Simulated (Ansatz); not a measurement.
Level of theory: Ansatz, DFT PBE, scalar-relativistic, plane waves, PAW. Settings: cutoff 420 eV, Γ-centred meshes spaced at most about 0.3 Å⁻¹, and about 0.25 Å⁻¹ or finer for metals (2π included), Gaussian smearing. No spin polarisation.

All energies are static (0 K, no zero-point motion).

**Question.** Which of these relaxed structures of Si₅Ge is the lowest in energy?
A.

```
CELL_PARAMETERS angstrom
-1.94852 1.94852 8.26737
1.94852 -1.94852 8.26737
1.94852 1.94852 -8.26737
ATOMIC_POSITIONS crystal
Si 0.33232 0.33232 0.00000
Si 0.75000 0.25000 0.50000
Si 0.66768 0.66768 0.00000
Si 0.08581 0.58581 0.50000
Si 0.41419 0.91419 0.50000
Ge 0.00000 0.00000 0.00000
```

B.

```
CELL_PARAMETERS angstrom
4.93827 0.00000 0.00000
-2.46913 4.27667 0.00000
0.00000 0.00000 4.70783
ATOMIC_POSITIONS crystal
Si 0.33333 0.66667 0.00000
Si 0.66667 0.33333 0.00000
Si 0.50000 0.00000 0.50000
Si 0.50000 0.50000 0.50000
Si 0.00000 0.50000 0.50000
Ge 0.00000 0.00000 0.00000
```

**Answer.** A. The other, B, lies 0.56 eV/atom higher. Forms: A I-4m2; B CaCu5 type, P6/mmm. Counting Si atoms around Ge (those within 1.25 times the shortest such distance or 1.15 times the sum of covalent radii, 1.27 where that leaves under three; a plus sign parts nearer from farther groups; the shortest distance is added where it exceeds 1.18 times the sum of covalent radii): A has Ge 4; B has Ge 6+12 from 2.9 Å. Both come from invented guesses.

Cells relaxed within their symmetry can be saddle points. Some candidate types were left out of the draw beforehand, so a known form may be missing.
